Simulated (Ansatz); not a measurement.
## NiO: experiment and calculation

**What was measured.**

From “Structural, optical and electronic properties of Ni1−xCoxO in the complete composition range”, 2020, pmc:9058517, for a ceramic of NiO at 300 K: lattice constant a 4.1801 ± 0.0003 Å.

The results are compared with them further down.

All numbers below come from DFT r2SCAN, scalar-relativistic, plane waves, PAW in Ansatz.

Settings: cutoff 500 eV, Γ-centred mesh 12×12×12 on the computed 2-atom cell, Gaussian smearing of 0.02 eV; collinear spin from starting moments 1.84 0.31 μB.

Relaxed structure, symmetry kept:

Space group Fm-3m (No. 225). a = 4.188 Å, b = 4.188 Å, c = 4.188 Å, α = 90.00°, β = 90.00°, γ = 90.00°
```csv
atom,site,symmetry,x,y,z
Ni,4a,m-3m,0.0000,0.0000,0.0000
O,4b,m-3m,0.5000,0.0000,0.0000
```

* Space group: Fm-3m (No. 225)
* Volume per atom: 9.18 Å³
* Formation energy from the elements' standard states (uncorrected): -1.083 eV/atom
* Generalised Kohn–Sham band gap: 0.82 eV, indirect from L to Γ
* Löwdin character of the top 1 eV of the valence band: Ni 3d 64 %, O 2p 35 %
* Löwdin character of the lowest 1 eV of the conduction band: Ni 3d 90 %
* Electron masses at the edge by Cartesian direction of the standard setting (m_e; degenerate bands sorted by energy; no spin-orbit coupling): x: 7.7, 0.33; y: 7.7, 0.33; z: 7.7, 0.33
* Hole masses at the edge by Cartesian direction of the standard setting (m_e; degenerate bands sorted by energy; no spin-orbit coupling): x: 4.6, 0.48; y: 4.6, 0.48; z: 4.6, 0.48
* Bulk modulus: 215 GPa
* Its pressure derivative: 4.4
* Bader charges (e): Ni (1 in the cell) 1.28, O (1 in the cell) -1.28
* Total moment: 2.00 μB per cell
* Site moments (μB; atoms counted from 1 over the whole cell): Ni (atom 1) 1.67, O (atom 2) 0.29

The state reached may not be the lowest one.

Only this magnetic start was tried.

Measured lattice constant a of NiO: 4.1801 Å (300 K; ceramic; the paper above). This calculation gives 4.188 Å (+0.2 %). 2 values of this kind are on record in papers (4.176 to 4.1801 Å); this one was drawn at random among those near their median, those with a stated uncertainty first. The calculation is for 0 K without zero-point motion. The calculated magnetic order may not be the real one, and cell, gap and energy hang on it, so these differences aren't the functional's alone.